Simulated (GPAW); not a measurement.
**BN: dielectric tensor with PBE**

The system is BN.

```xyz
2
Lattice="0.0000 3.4953 2.1661 1.2516 0.0000 2.1661 1.2516 3.4953 0.0000" Properties=species:S:1:pos:R:3 pbc="T T T"
N     1.2516    3.4953    2.8881
B     1.2516    3.4953    0.0002
```

Measurements of this composition are mostly on another form, of space group No. 194.

```json
{
  "Program": "GPAW 26.7.0",
  "Task": "dielectric tensor",
  "Functional": "PBE",
  "Potentials or basis": "GPAW PAW data sets (gpaw-data 1.2.1)",
  "Cutoff": "600 eV",
  "Basis": "pw",
  "k mesh": "10 × 10 × 10",
  "Occupations": "fermi-dirac, width 0.001 eV",
  "Spin": "no spin polarisation",
  "Response ecut": "80 eV",
  "Maxiter": "150",
  "Response k mesh": "17 × 17 × 17",
  "Response bands": "24",
  "Kernels": "[\"RPA\"]",
  "Coarser k mesh": "17 × 17 × 17"
}
```

```yaml
Band_gap_on_the_k_mesh: 3.90 eV, indirect (least direct gap 4.74 eV)
Electronic_dielectric_tensor_diagonal: 4.46, 2.30, 4.47
```

Electronic dielectric tensor:
```
4.46 0.00 0.00
0.00 2.30 0.00
0.00 0.00 4.47
```

Run time: 8.5 min on 1 thread of Arm Neoverse V1 (shared host), peak memory 0.63 GiB.

Caveat: the long-wavelength limit can be off by a per cent or two; an odd mesh through Γ misses points on the zone boundary, where band edges often lie; the program warned that so skewed a cell can give wrong results.
